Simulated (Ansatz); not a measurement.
## LiF (Griceite) in Ansatz: the effect of functional

Crystal: LiF (Griceite).

```
CELL_PARAMETERS angstrom
0.00000 1.97289 1.97289
1.97289 0.00000 1.97289
1.97289 1.97289 0.00000
ATOMIC_POSITIONS crystal
F 0.50000 0.50000 0.50000
Li 0.00000 0.00000 0.00000
```

The cell isn't the ideal one: volume scaled by 0.94.

Alike in all runs:

| Property | Result |
| --- | --- |
| Program | Ansatz 0.2.0 |
| Task | single point |
| Potentials or basis | Ansatz PAW |
| k mesh | 11 × 11 × 11 |
| Occupations | fermi-dirac, width 0.05 eV |
| Spin | no spin polarisation |

Q: One run gave: gap on the mesh 9.42 eV; pressure -2.3 GPa. Which functional did it use?
A. PBEsol
B. LDA
C. r2SCAN

A: B.

```tsv
functional	cutoff	gap on the mesh (eV)	pressure (GPa)
LDA	420 eV (not typed: the program's choice for these potentials)	9.42	-2.3
PBEsol	420 eV (not typed: the program's choice for these potentials)	9.48	3.7
r2SCAN	500 eV (not typed: the program's choice for these potentials)	10.66	2.8
```

Caveats: odd divisions of the mesh miss points on the zone boundary, where band edges often lie, so the gap on the mesh can be too wide; the PAW data sets come from PBE, with cores solved anew for the run's functional, which leaves a small shift of forces and pressure.

A k mesh can miss the band edges.
